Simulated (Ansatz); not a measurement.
Isolated molecules relaxed with PBE0-D4/def2-TZVP in Ansatz; ΔE leaves out vibrations. CBS: MP2 limit from def2 TZ/QZ plus the TZ coupled-cluster correction, frozen cores. Functionals use def2-TZVPP. B3LYP here is the variant with VWN-RPA as its local correlation; programs differ in this. HSE06 is defined as in plane-wave codes. def2 core potentials past Kr. For In outer-core shells are correlated without core-valence functions, which leaves a few kJ/mol of doubt a bond. Each species was taken in one conformer, which may not be the lowest.

`[CH3][In]([F])[O][SiH3]` + `OCc1ccccc1` → `[CH3][In]([F])[c]1ccccc1` + `OCO[SiH3]`  (formal exchange of groups at the In–O bond)

`[CH3][In]([F])[O][SiH3]`:

```xyz
11

C    -0.742   -0.080   -2.165
In    0.814    0.519   -0.856
F     2.436    1.418   -1.444
O     0.979    0.324    1.098
Si    0.097   -0.261    2.331
H    -1.695   -0.033   -1.640
H    -0.751    0.578   -3.032
H    -0.554   -1.104   -2.486
H     0.809   -1.383    3.001
H    -0.170    0.803    3.337
H    -1.224   -0.780    1.855
```

`OCc1ccccc1`:

```xyz
16

O    -0.486   -2.679   -0.925
C    -1.127   -1.718   -0.116
C    -0.352   -0.438    0.035
C     1.037   -0.459    0.126
C     1.749    0.719    0.286
C     1.081    1.934    0.364
C    -0.302    1.963    0.274
C    -1.012    0.784    0.106
H    -0.304   -2.274   -1.778
H    -2.135   -1.491   -0.488
H    -1.249   -2.198    0.860
H     1.554   -1.409    0.063
H     2.830    0.690    0.354
H     1.639    2.855    0.490
H    -0.830    2.909    0.326
H    -2.094    0.811    0.023
```

`[CH3][In]([F])[c]1ccccc1`:

Cartesian coordinates in Å:
```
C 3.623 1.226 0.020
In 1.805 0.321 -0.612
F 2.030 -0.458 -2.419
C -0.201 -0.106 -0.091
C -0.780 0.274 1.120
C -2.102 -0.040 1.402
C -2.860 -0.739 0.474
C -2.296 -1.124 -0.734
C -0.974 -0.809 -1.016
H 4.018 0.711 0.897
H 3.463 2.274 0.277
H 4.341 1.155 -0.796
H -0.205 0.822 1.860
H -2.542 0.261 2.346
H -3.893 -0.985 0.693
H -2.888 -1.671 -1.460
H -0.538 -1.111 -1.962
```

`OCO[SiH3]`:

Z-matrix (Å, degrees):
```
C
O 1 1.405
O 1 1.381 2 110.1
H 1 1.095 2 110.7 3 -117.0
H 1 1.101 2 108.9 3 122.7
Si 2 1.645 1 124.2 3 174.7
H 3 0.962 1 108.3 2 61.2
H 6 1.490 2 110.9 1 60.8
H 6 1.480 2 106.4 1 -179.3
H 6 1.489 2 110.7 1 -59.2
```

```csv
level,ΔE (kJ/mol),difference from CCSD(T)/CBS
LDA (SPW92),75.2,-14.9
PBE-D4,79.4,-10.7
revPBE-D4,80.5,-9.6
BLYP-D4,80.9,-9.2
r2SCAN-D4,86.8,-3.3
B97M-V,95.9,5.8
PBE0-D4,82.3,-7.8
B3LYP-D4,83.0,-7.1
r2SCAN0-D4,86.7,-3.4
HSE06-D4,81.9,-8.2
BHLYP-D4,86.6,-3.5
ωB97X-V,86.8,-3.3
ωB97M-V,85.5,-4.6
PBE-QIDH,86.1,-4.0
PBE,79.7,-10.4
BLYP,81.8,-8.3
r2SCAN,86.6,-3.5
PBE0,82.5,-7.6
B3LYP,83.9,-6.2
r2SCANh,86.6,-3.5
r2SCAN0,86.6,-3.5
HSE06,82.3,-7.8
BHLYP,87.9,-2.2
CAM-B3LYP,86.5,-3.6
LC-ωPBE,89.7,-0.4
RPA@PBE/def2-TZVPP,79.3,-10.8
HF/def2-SVP,88.7,-1.4
MP2/def2-SVP,98.7,8.6
CCSD/def2-SVP,92.8,2.7
CCSD(T)/def2-SVP,91.8,1.7
HF/def2-TZVPP,92.0,1.9
MP2/def2-TZVPP,85.1,-5.0
SCS-MP2/def2-TZVPP,86.3,-3.8
CCSD/def2-TZVPP,84.8,-5.3
CCSD(T)/def2-TZVPP,83.7,-6.4
HF/def2-QZVPP,93.6,3.5
MP2/def2-QZVPP,89.3,-0.8
SCS-MP2/def2-QZVPP,90.6,0.5
HF/CBS(def2),93.9,3.8
MP2/CBS(def2),91.5,1.4
CCSD(T)/CBS,90.1,0
```

Largest T1 diagnostic among the species: 0.015.

From BLYP to BHLYP (50 % exact exchange), in def2-TZVPP and without D4, ΔE moves by +6.1 kJ/mol. Leaving LDA and LC-ωPBE aside and taking each functional with its dispersion term where it has one, the values spread over 16.5 kJ/mol, from PBE-D4 to B97M-V. LDA lies −4.6 kJ/mol from PBE without D4. In def2-TZVPP, CCSD(T) changes the Hartree–Fock value by −8.4 kJ/mol (the triples alone add −1.1 kJ/mol) and MP2 by −7.0 kJ/mol.

CCSD(T)/CBS has its own doubt, a few kJ/mol and more with outer-core shells, so smaller differences from it don't rank the levels.
